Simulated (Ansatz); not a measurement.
# Ga2O3 (C2/m), ideal shear of a crystal plane

Theory: Ansatz, DFT PBE, scalar-relativistic, plane waves, PAW. The runs took a 420 eV cutoff, a Γ-centred 5×9×3 mesh and Gaussian smearing (0.05 eV). No spin polarisation. Energies are free energies at this smearing, counted from the undisturbed cell; pressure is positive in compression.

The undisturbed cell (relaxed at this level):

```yaml
crystal:
  lattice:
    - [1.40272, 0.00000, -5.70769]
    - [0.00000, 3.08351, 0.00000]
    - [11.05214, 0.00000, 5.73068]
  atoms:
    - { symbol: Ga, position: [0.29519, 0.00000, 0.83991] }
    - { symbol: Ga, position: [0.79519, 0.50000, 0.33991] }
    - { symbol: Ga, position: [0.70481, 0.00000, 0.66009] }
    - { symbol: Ga, position: [0.20481, 0.50000, 0.16009] }
    - { symbol: Ga, position: [0.34430, 0.00000, 0.40850] }
    - { symbol: Ga, position: [0.84430, 0.50000, 0.90850] }
    - { symbol: Ga, position: [0.65570, 0.00000, 0.09150] }
    - { symbol: Ga, position: [0.15570, 0.50000, 0.59150] }
    - { symbol: O, position: [0.05428, 0.00000, 0.91349] }
    - { symbol: O, position: [0.55428, 0.50000, 0.41349] }
    - { symbol: O, position: [0.94572, 0.00000, 0.58651] }
    - { symbol: O, position: [0.44572, 0.50000, 0.08651] }
    - { symbol: O, position: [0.60934, 0.00000, 0.92370] }
    - { symbol: O, position: [0.10934, 0.50000, 0.42370] }
    - { symbol: O, position: [0.39066, 0.00000, 0.57630] }
    - { symbol: O, position: [0.89066, 0.50000, 0.07630] }
    - { symbol: O, position: [0.23934, 0.00000, 0.24602] }
    - { symbol: O, position: [0.73934, 0.50000, 0.74602] }
    - { symbol: O, position: [0.76066, 0.00000, 0.25398] }
    - { symbol: O, position: [0.26066, 0.50000, 0.75398] }
```

The cut lies on the cell's a–b face, a (1 0 0) plane (indices in the standard cell, whose axes needn't be the Cartesian ones shown) of area 18.12 Å², between layers 1.85 Å apart. Vector c is tilted by f times 1·a − 1·b (length 6.637 Å) with the atoms' Cartesian places fixed: one unrelaxed fault a cell. The traction is dγ/du, the slope of γ against the slip u in Å.

```
     f  γ (mJ/m²) traction (GPa)
0.0000          0             0.0
0.1000        962            27.8
0.2000       3250            34.9
0.3000       4640             2.8
0.4000       3852           -20.4
0.5000       2822            -6.3
0.6000       3095            11.6
0.7000       3724             2.1
0.8000       2933           -25.8
```

Problem. Read off the first barrier and the stress needed to climb it, and compare with Frenkel's sinusoid.

Solution. The traction changes sign between f = 0.300 and 0.400, so by linear interpolation the first maximum lies at f = 0.312, a slip of 2.07 Å, with γ ≈ 4643 mJ/m², which stands in for the unstable fault energy γ_us, and the steepest sampled slope before it is 34.9 GPa. A sinusoid γ = γ_us sin²(πu/λ) with its maximum there has λ = 4.14 Å and a largest slope πγ_us/λ = 35.2 GPa (1 mJ/m² per Å = 0.01 GPa). The stand-in is too high: the stress and forces give a traction of 36.5 GPa across the line at this point, so it is no saddle, and slip that bends off the line crosses lower.

Problem. Is there a metastable fault on this line?

Solution. The samples dip to a local minimum of 2822 mJ/m² at f = 0.500. If it survives relaxation and slip across the line, it is a planar fault that lets a dislocation split into partials, more widely the lower its energy (an antiphase boundary, where the slip puts unlike atoms in each other's places).

The cut is rigid; relaxing the faces lowers these energies and usually the stresses.

The gap closes along the scan, which can put kinks into the curve.

Cost: 9 runs of about 29 core-minutes in all, on Intel Xeon Processor @ 2.50GHz (Skylake/Cascade Lake) (shared hosts).